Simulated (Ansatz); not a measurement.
# Spin–orbit splittings in BeSe

```xyz
2
Lattice="0.0000 2.5885 2.5885 2.5885 0.0000 2.5885 2.5885 2.5885 0.0000" Properties=species:S:1:pos:R:3 pbc="T T T"
Be    0.0000    0.0000    0.0000
Se    1.2943    1.2943    1.2943
```

Atom numbers follow the list: Be1, Se2.

Conventional cell: a = 5.177 Å, b = 5.177 Å, c = 5.177 Å, α = 90.00°, β = 90.00°, γ = 90.00°. Around Be (atom 1) lie 4 Se at 2.24 Å. Se (atom 2) is surrounded by 4 Be at 2.24 Å.

The cell was built from the zincblende type and relaxed in the same program, and has space group F-43m; it needn't be a known or the stable phase.

Methods: DFT, PBE, all-electron LAPW, scalar-relativistic (Ansatz 0.2.0); DFT, PBE, all-electron LAPW, Dirac equation with spin-orbit coupling (Ansatz 0.2.0).

Settings: a Γ-centred 14×14×14 k mesh, Fermi–Dirac smearing of 0.05 eV, basis error target 1 meV/atom, no spin polarisation.

Levels between -8 and 4 eV, each run counted from its own valence-band top. Scalar levels are listed once for both spins; with the coupling every spinor state is counted. Levels near the edges of the range can cross them.

**Question.** At Γ (0.000, 0.000, 0.000) the scalar-relativistic levels are 0.00 (×3). What are they with spin–orbit coupling?

**Answer.** -0.44 (×2), 0.00 (×4).

**Question.** At L (0.000, 0.000, 0.500) the scalar-relativistic levels are -5.58, -1.05 (×2). What are they with spin–orbit coupling?

**Answer.** -5.73 (×2), -1.31 (×2), -1.07 (×2).

**Question.** At K (-0.375, 0.000, 0.375) the scalar-relativistic levels are -4.56, -3.91, -2.16, 3.78. What are they with spin–orbit coupling?

**Answer.** -4.76, -4.67, -4.11, -4.00, -2.30 (×2), 3.63, 3.64.

**Question.** Without the coupling the gap is 2.67 eV, indirect from Γ to X (-0.5, -0.5, 0). And with it?

**Answer.** 2.53 eV, indirect from Γ to X (-0.5, -0.5, 0).
